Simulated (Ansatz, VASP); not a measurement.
**HfN: VASP beside Ansatz**

```xyz
2
Lattice="0.0000 2.4458 2.4458 2.4458 0.0000 2.4458 2.4458 2.4458 0.0000" Properties=species:S:1:pos:R:3 pbc="T T T"
Hf    0.0000    0.0000    0.0000
N     3.6687    3.6687    3.6687
```

Alike in both runs: functional r2SCAN; k mesh 14 × 14 × 14; occupations gaussian, width 0.1 eV; no spin polarisation.

Ansatz relaxed the structure, and its values are those at the end. VASP's run is a single point on that final structure, the one shown.

|  | VASP | Ansatz |
| --- | --- | --- |
| version | VASP 6.6.1 | Ansatz 0.2.0 |
| potentials or method | VASP PAW PBE potentials, release 64 (Hf_pv, N) | scalar-relativistic, plane waves, PAW |
| plane-wave cutoff (eV) | 520 | 500 |
| valence electrons in the cell | 15 | 31 |

Ansatz gave:

| Item | Value |
| --- | --- |
| gap on the k mesh at the Fermi level (eV) | none |
| pressure (GPa) | 0.0 |

Question: Which values does VASP return?

Answer: gap on the k mesh at the Fermi level (eV): none; pressure (GPa): -1.4.

A gap of «none» marks a metal or a gap that the smearing closes. The two sets of potentials don't hold the same shells in valence.

Caveats: the PAW data sets were made with another functional, which shifts forces and pressure a little (VASP). The runs have no spin-orbit coupling, so splittings on Hf are missing.
